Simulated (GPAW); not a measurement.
Crystal: CdGeAs2.

```
Cd As Ge
1.0
    -2.98887    2.98887    5.66430
     2.98887   -2.98887    5.66430
     2.98887    2.98887   -5.66430
Cd As Ge
2 4 2
Direct
  0.50000 0.50000 0.00000
  0.25000 0.75000 0.50000
  0.09622 0.12500 0.47122
  0.37500 0.90378 0.02878
  0.65378 0.62500 0.52878
  0.87500 0.34622 0.97122
  0.75000 0.25000 0.50000
  0.00000 0.00000 0.00000
```

The cell is a database's computed one.

Program: GPAW 26.7.0. Alike in all runs: no spin polarisation; cell as given; smearing fermi-dirac 0.05 eV.

**Question.** Order these runs on this cell by their pressure, lowest first.
A. level PBEsol; potentials or basis PAW data sets generated in the run's folder for this functional, pw; k mesh 4 × 4 × 4; cutoff (eV) 600; maxiter 150; band path GXYSGZS1NPY1Z,XP; band points 80
B. level LDA; potentials or basis the program's PAW data sets (release 1.2.1) made for this functional, pw; k mesh 5 × 5 × 5; cutoff (eV) 450; maxiter 120; convergence default
C. level PBE; potentials or basis GPAW PAW data sets (gpaw-data 1.2.1), pw; k mesh 4 × 4 × 4; cutoff (eV) 600; maxiter 150; band path GXYSGZS1NPY1Z,XP; band points 80

**Answer.** B (-3.0 GPa), A (-0.7 GPa), C (2.2 GPa).

Caveats: the cutoff is short for stress and forces, so pressures can be off by a GPa or more (some runs).

Not every run made on this cell is shown here.
